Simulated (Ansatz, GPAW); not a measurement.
**CdTe: 3 runs at one level of theory**

```xyz
2
Lattice="0.0000 3.2050 3.2050 3.2050 0.0000 3.2050 3.2050 3.2050 0.0000" Properties=species:S:1:pos:R:3 pbc="T T T"
Te    4.8075    4.8075    4.8075
Cd    0.0000    0.0000    0.0000
```

Alike in all runs: task single point; functional PBE; k mesh 7 × 7 × 7; occupations gaussian, width 0.012 eV; no spin polarisation; no spin-orbit coupling. Pressure is positive in compression and, in plane waves, holds the error of the finite cutoff, which Ansatz's Pulay term estimates and takes out.

| program and potentials | plane-wave cutoff (eV) | notes | pressure (GPa) |
| --- | --- | --- | --- |
| Ansatz, Ansatz PAW | 420 | 18 valence electrons an atom on average; Pulay term of +0.04 GPa included | 4.24 |
| Ansatz, all-electron LAPW, scalar-relativistic | - | - | ? |
| GPAW, GPAW PAW data sets (gpaw-data 1.2.1) | 600 | 9 valence electrons an atom on average | 3.81 |

Question: Estimate from the other rows what the run with Ansatz, all-electron LAPW, scalar-relativistic gave.

Answer: Pressure 4.26 GPa. The other rows, which needn't bracket it: pressure 3.81 to 4.24.
